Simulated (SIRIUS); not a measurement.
# Ni (Fm-3m) in SIRIUS: reference runs

Aim: a first look at Ni with PBE, on the cell as given.

Program: SIRIUS 7.12.0. These are calculated values, not measurements. Logs are shortened: lines on timing, memory, paths and dates and some standing lists are left out, and cuts for length are marked. The log counts tension as positive stress, the text compression.

## (1) The crystal as given

The structure is cubic, space group Fm-3m (No. 225). The conventional cell has a = 3.475 Å, b = 3.475 Å, c = 3.475 Å, α = 90.00°, β = 90.00°, γ = 90.00°. Ni (site symmetry m-3m) is surrounded by 12 Ni at 2.46 Å.

## (2) Single point, PBE, collinear spin, ferromagnetic start

sirius.json

```json
{
  "control": {
    "processing_unit": "cpu",
    "verbosity": 2,
    "num_bands_to_print": 16,
    "print_forces": true,
    "print_stress": true
  },
  "parameters": {
    "electronic_structure_method": "pseudopotential",
    "xc_functionals": ["XC_GGA_X_PBE", "XC_GGA_C_PBE"],
    "gk_cutoff": 9.9,
    "pw_cutoff": 19.8,
    "ngridk": [13, 13, 13],
    "shiftk": [0, 0, 0],
    "smearing": "fermi_dirac",
    "smearing_width": 0.0018374661,
    "num_bands": 16,
    "num_mag_dims": 1,
    "num_dft_iter": 100,
    "energy_tol": 1e-08,
    "density_tol": 1e-06
  },
  "iterative_solver": {
    "type": "davidson",
    "min_tolerance": 1e-10
  },
  "mixer": {
    "type": "anderson",
    "beta": 0.5,
    "max_history": 8
  },
  "settings": {
    "tol_ne": 1e-10,
    "smooth_initial_mag": true
  },
  "unit_cell": {
    "lattice_vectors": [
      [0.0, 3.283536964933, 3.283536964933],
      [3.283536964933, 0.0, 3.283536964933],
      [3.283536964933, 3.283536964933, 0.0]
    ],
    "atom_coordinate_units": "lattice",
    "atom_types": ["Ni"],
    "atom_files": {
      "Ni": "Ni.json"
    },
    "atoms": {
      "Ni": [
        [0.0, 0.0, 0.0, 0.0, 0.0, 1.0]
      ]
    }
  }
}
```

Potentials or basis: PseudoDojo 0.4.1 PBE standard (scalar relativistic).

The run is started by

```
> upf_to_json Ni.upf
> OMP_NUM_THREADS=1 sirius.scf --input=sirius.json --output=out.json --task=0
```

What it wrote:

```text
[info] SIRIUS version : 7.12.0
[info] number of MPI ranks           : 1
[info] MPI grid                      : 1 1
[info] maximum number of OMP threads : 1
[fft] FFT context for density and potential
[fft] =====================================
[fft]   comm size                             : 1
[fft]   plane wave cutoff                     : 19.8
[fft]   grid size                             : 32 32 32   total : 32768
[fft]   grid limits                           : -15 16   -15 16   -15 16
[fft]   number of G-vectors within the cutoff : 4689
[fft]   local number of G-vectors             : 4689
[fft]   number of G-shells                    : 286
[fft] FFT context for coarse grid
[fft] =====================================
[fft]   comm size                             : 1
[fft]   plane wave cutoff                     : 19.8
[fft]   grid size                             : 32 32 32   total : 32768
[fft]   grid limits                           : -15 16   -15 16   -15 16
[fft]   number of G-vectors within the cutoff : 4689
[fft]   local number of G-vectors             : 4689
[fft]   number of G-shells                    : 286
[unit cell] lattice vectors
[unit cell]   a1 :       0.0000000000      3.2835369649      3.2835369649
[unit cell]   a2 :       3.2835369649      0.0000000000      3.2835369649
[unit cell]   a3 :       3.2835369649      3.2835369649      0.0000000000
[unit cell] reciprocal lattice vectors
[unit cell]   b1 :      -0.9567709111      0.9567709111      0.9567709111
[unit cell]   b2 :       0.9567709111     -0.9567709111      0.9567709111
[unit cell]   b3 :       0.9567709111      0.9567709111     -0.9567709111
[unit cell] unit cell volume :        70.80366279 [a.u.^3]
[unit cell] 1/sqrt(omega)    :         0.11884260
[unit cell] MT volume        :         0.00000000 ( 0.00%)
[unit cell] IT volume        :        70.80366279 (100.00%)
[unit cell] number of atom types : 1
[unit cell] type id : 0 symbol : Ni mt_radius :  13.710000 num_atoms : 1
[unit cell] total number of atoms : 1
[unit cell] number of symmetry classes : 1
[unit cell] number of PAW atoms : 0
[unit cell] atom id  type id  class id             position                      vector_field
[unit cell] ------------------------------------------------------------------------------------------
[unit cell]      0        0        0      0.00000   0.00000   0.00000      0.00000   0.00000   1.00000
[unit cell] atom id         position (Cartesian, a.u.)
[unit cell] ---------------------------------------------
[unit cell]      0       0.000000    0.000000    0.000000
[unit cell] class id : 0 atom id : 0
[unit cell] minimum bond length:     4.643623
[unit cell] total number of pseudo wave-functions: 10
[sym] space group number   : 225
[sym] international symbol : Fm-3m
[sym] Hall symbol          : -F 4 2 3
[sym] space group transformation matrix :
[sym]   0.0000  0.5000  0.5000
[sym]   0.5000  0.0000  0.5000
[sym]   0.5000  0.5000  0.0000
[sym] space group origin shift :
[sym]   0.0000  0.0000  0.0000
[sym] number of space group operations  : 48
[sym] number of magnetic group operations : 48
[sym] metric tensor error: 0.0000e+00
[sym] rotation matrix error: 3.3307e-16
[sym] symmetry operations
[... list of symmetry operations ...]
[atom type] label          : Ni
[atom type] --------------------------------------------------------------------------------
[atom type] symbol         : Ni
[atom type] name           :
[atom type] zn             : 18
[atom type] mass           : 0
[atom type] mt_radius      : 13.71
[atom type] num_mt_points  : 1372
[atom type] grid_origin    : 0
[atom type] grid_name      : external
[... 251 lines left out ...]
[find] bands are converged : true
[find] iterative solver converged : false
[find] +------------------------------+
[find] | SCF iteration  12 out of 100|
[find] +------------------------------+
[diagonalize] iterative solver tolerance (occupied, empty): 1.34991e-07 1.34991e-07
[diagonalize] average number of iterations: 2.16667
[diagonalize] Lowest band energies
[diagonalize] ik:    0   -3.096757   -1.636452   -1.636452   -1.636452    0.371516    0.619914    0.619914    0.619914    0.666411    0.666411    1.591940    1.746037    1.746037    1.842342    1.842342    1.842342
[diagonalize]            -3.070007   -1.607432   -1.607432   -1.607432    0.369323    0.649348    0.649348    0.649348    0.689945    0.689945    1.585746    1.744748    1.744748    1.744748    1.846939    1.846939
[diagonalize] ik:    1   -3.096674   -1.636981   -1.636528   -1.636528    0.380241    0.617604    0.621882    0.621882    0.665581    0.665581    1.560898    1.661965    1.725784    1.725784    1.871929    1.871929
[diagonalize]            -3.069922   -1.607978   -1.607509   -1.607509    0.378063    0.646711    0.651388    0.651388    0.689068    0.689068    1.558093    1.659981    1.726187    1.726187    1.874521    1.874521
[diagonalize] ik:    2   -3.096443   -1.638444   -1.636737   -1.636737    0.405608    0.612009    0.626324    0.626324    0.664507    0.664507    1.436310    1.626121    1.694701    1.694701    1.895529    1.913202
[diagonalize]            -3.069686   -1.609487   -1.607723   -1.607723    0.403553    0.640093    0.655655    0.655655    0.688266    0.688266    1.438566    1.621414    1.696703    1.696703    1.892968    1.913077
[diagonalize] ik:    3   -3.096118   -1.640499   -1.637031   -1.637031    0.444440    0.607370    0.628972    0.628972    0.667163    0.667163    1.290740    1.603959    1.669854    1.669854    1.883294    1.883294
[diagonalize]            -3.069354   -1.611606   -1.608025   -1.608025    0.443085    0.633332    0.656864    0.656864    0.692568    0.692568    1.295251    1.599130    1.672698    1.672698    1.883428    1.883429
[diagonalize] ik:    4   -3.095772   -1.642671   -1.637343   -1.637343    0.487694    0.613006    0.627183    0.627183    0.675340    0.675340    1.152545    1.576723    1.653324    1.653324    1.820057    1.820058
[diagonalize]            -3.069000   -1.613845   -1.608345   -1.608345    0.489539    0.633718    0.653249    0.653249    0.702893    0.702893    1.159361    1.571623    1.656372    1.656372    1.820980    1.820981
[diagonalize] ...
[diagonalize] ik:   79   -3.094885   -1.643059   -1.642005   -1.639372    0.573787    0.583382    0.602614    0.662497    0.690033    0.935283    0.979125    1.142450    1.230303    1.730785    1.882026    2.027893
[diagonalize]            -3.068093   -1.614237   -1.613149   -1.610434    0.588941    0.605537    0.626259    0.685247    0.723165    0.943529    0.987458    1.147472    1.233616    1.731161    1.881843    2.029888
[diagonalize] ik:   80   -3.094958   -1.643160   -1.641649   -1.639049    0.575553    0.590509    0.591992    0.663040    0.683792    0.856670    1.060334    1.140264    1.276030    1.761146    1.823500    2.014317
[diagonalize]            -3.068168   -1.614342   -1.612782   -1.610100    0.589098    0.613954    0.614311    0.685576    0.716713    0.868944    1.067230    1.144799    1.279199    1.761187    1.823356    2.017239
[diagonalize] ik:   81   -3.094845   -1.643952   -1.640951   -1.639827    0.555491    0.568108    0.632923    0.676051    0.695007    0.882316    1.099521    1.122203    1.179636    1.650517    1.788536    2.062751
[diagonalize]            -3.068053   -1.615157   -1.612061   -1.610903    0.569795    0.591859    0.656796    0.699331    0.728708    0.890433    1.106288    1.127043    1.181986    1.652152    1.791278    2.061832
[diagonalize] ik:   82   -3.094831   -1.643356   -1.641723   -1.639768    0.563762    0.576698    0.617221    0.668393    0.694921    0.945852    1.030723    1.091623    1.188704    1.699964    1.892559    1.982109
[diagonalize]            -3.068039   -1.614542   -1.612858   -1.610842    0.578772    0.599984    0.640978    0.691161    0.728625    0.952886    1.036981    1.098215    1.191854    1.700974    1.894969    1.981199
[diagonalize] ik:   83   -3.094838   -1.642875   -1.642118   -1.639808    0.568573    0.588578    0.600497    0.664390    0.694969    0.954276    1.030190    1.108728    1.151250    1.806320    1.855558    1.956137
[diagonalize]            -3.068045   -1.614046   -1.613265   -1.610884    0.583573    0.612152    0.623770    0.686899    0.728672    0.962046    1.036566    1.114348    1.155267    1.806392    1.855657    1.958152
[find] Charges and magnetic moments
[find] --------------------------------------------------------------------------------
[find] atom                moment                |moment|
[find] --------------------------------------------------------------------------------
[find]    0 [  0.00000,   0.00000,   0.65468]    0.654679
[find] total charge          : 18.000000
[find] total moment          : [  0.00000,   0.00000,   0.63243], magnitude : 0.632429
[... 6 lines left out ...]
[find] <rho|V^{H}>                    :      91.58110400
[find] one-electron contribution      :     -79.04127845 (Ha),    -158.08255690 (Ry)
[find] hartree contribution           :      45.79055200
[find] xc contribution                :     -21.43725516
[find] ewald contribution             :    -113.10176556
[find] PAW contribution               :       0.00000000
[find] smearing (-TS)                 :      -0.00046860
[find] SCF correction                 :       0.00000042
[find] Total energy                   :    -167.78974675 (Ha),    -335.57949351 (Ry)
[find] Free energy (E-TS)             :    -167.79021535 (Ha),    -335.58043071 (Ry)
[find] band gap (eV)                  :       0.00000000
[find] Efermi                         :       0.71551514
[find] iteration : 12, RMS (target) : 4.3513e-07 (1.0000e-06) , energy difference (target) : 3.5519e-10 (1.0000e-08)
[find] bands are converged : true
[find] iterative solver converged : false
[find] converged after 13 SCF iterations!
[find] Charges and magnetic moments
[find] --------------------------------------------------------------------------------
[find] atom                moment                |moment|
[find] --------------------------------------------------------------------------------
[find]    0 [  0.00000,   0.00000,   0.65468]    0.654679
[find] total charge          : 18.000000
[find] total moment          : [  0.00000,   0.00000,   0.63243], magnitude : 0.632429
[find] Energy
[find] --------------------------------------------------------------------------------
[find] valence_eval_sum               :      -9.66973051
[find] <rho|V^{XC}>                   :     -22.19794220
[find] <rho|E^{XC}>                   :     -21.43725516
[find] <mag|B^{XC}>                   :      -0.01161387
[find] <rho|V^{H}>                    :      91.58110400
[find] one-electron contribution      :     -79.04127845 (Ha),    -158.08255690 (Ry)
[find] hartree contribution           :      45.79055200
[find] xc contribution                :     -21.43725516
[find] ewald contribution             :    -113.10176556
[find] PAW contribution               :       0.00000000
[find] smearing (-TS)                 :      -0.00046860
[find] SCF correction                 :       0.00000042
[find] Total energy                   :    -167.78974675 (Ha),    -335.57949351 (Ry)
[find] Free energy (E-TS)             :    -167.79021535 (Ha),    -335.58043071 (Ry)
[find] band gap (eV)                  :       0.00000000
[find] Efermi                         :       0.71551514
[ground_state] === stress tensor components [kbar] ===
[ground_state] === stress_kin ===
[ground_state] -218823.782432    0.000000   -0.000000
[ground_state]     0.000000-218823.782432    0.000000
[ground_state]    -0.000000    0.000000-218823.782432
[ground_state] === stress_har ===
[ground_state] -63424.420066    0.000000    0.000000
[ground_state]     0.000000-63424.420066    0.000000
[ground_state]     0.000000    0.000000-63424.420066
[ground_state] === stress_ewald ===
[ground_state] 156657.073908    0.000000    0.000000
[ground_state]     0.000000156657.073908   -0.000000
[ground_state]     0.000000   -0.000000156657.073908
[ground_state] === stress_vloc ===
[ground_state] 14315.613405    0.000000   -0.000000
[ground_state]     0.00000014315.613405   -0.000000
[ground_state]    -0.000000   -0.00000014315.613405
[ground_state] === stress_xc ===
[ground_state]  4263.782522    0.000000    0.000000
[ground_state]     0.000000 4263.782522    0.000000
[ground_state]     0.000000    0.000000 4263.782522
[ground_state] === stress_core ===
[ground_state] 22140.216765    0.000000    0.000000
[ground_state]     0.00000022140.216765    0.000000
[ground_state]     0.000000    0.00000022140.216765
[ground_state] === stress_nonloc ===
[ground_state] 84788.864356    0.000000    0.000000
[ground_state]     0.00000084788.864356    0.000000
[ground_state]     0.000000    0.00000084788.864356
[ground_state] === stress_us_nl ===
[ground_state] 84788.864356    0.000000    0.000000
[ground_state]     0.00000084788.864356    0.000000
[ground_state]     0.000000    0.00000084788.864356
[ground_state] === stress_total ===
[ground_state]   -82.651543    0.000000   -0.000000
[ground_state]     0.000000  -82.651543    0.000000
[ground_state]    -0.000000    0.000000  -82.651543
[ground_state] ==== total Forces in Ha/bohr =====
[ground_state] atom:    0, force:       0.0000000      0.0000000      0.0000000
[ground_state] ==== ultrasoft contribution from Qij =====
[ground_state] atom:    0, force:       0.0000000      0.0000000      0.0000000
[ground_state] ==== non-local contribution from Beta-projector =====
[ground_state] atom:    0, force:       0.0000000      0.0000000      0.0000000
[ground_state] ==== contribution from local potential =====
[ground_state] atom:    0, force:       0.0000000      0.0000000      0.0000000
[ground_state] ==== contribution from core density =====
[ground_state] atom:    0, force:       0.0000000      0.0000000      0.0000000
[ground_state] ==== Ewald forces from ions =====
[ground_state] atom:    0, force:       0.0000000      0.0000000      0.0000000
[~DFT_ground_state] local op. applied: 72970
[~DFT_ground_state] evp. work count: 18850.5
[~DFT_ground_state] number of iterative solver steps: 3561
```

Run time: 34 s. Hardware: 1 thread of Intel Xeon Platinum 8488C (Sapphire Rapids), shared host; peak memory 0.24 GiB.

Results:

| Quantity | Value |
| --- | --- |
| Free energy | -4565.8044 eV |
| Pressure | 8.3 GPa |
| Band gap on the k mesh | none (metal or under the smearing width) |
| Net moment | 0.63 μB per cell |
| Absolute moment | 0.72 μB per cell |
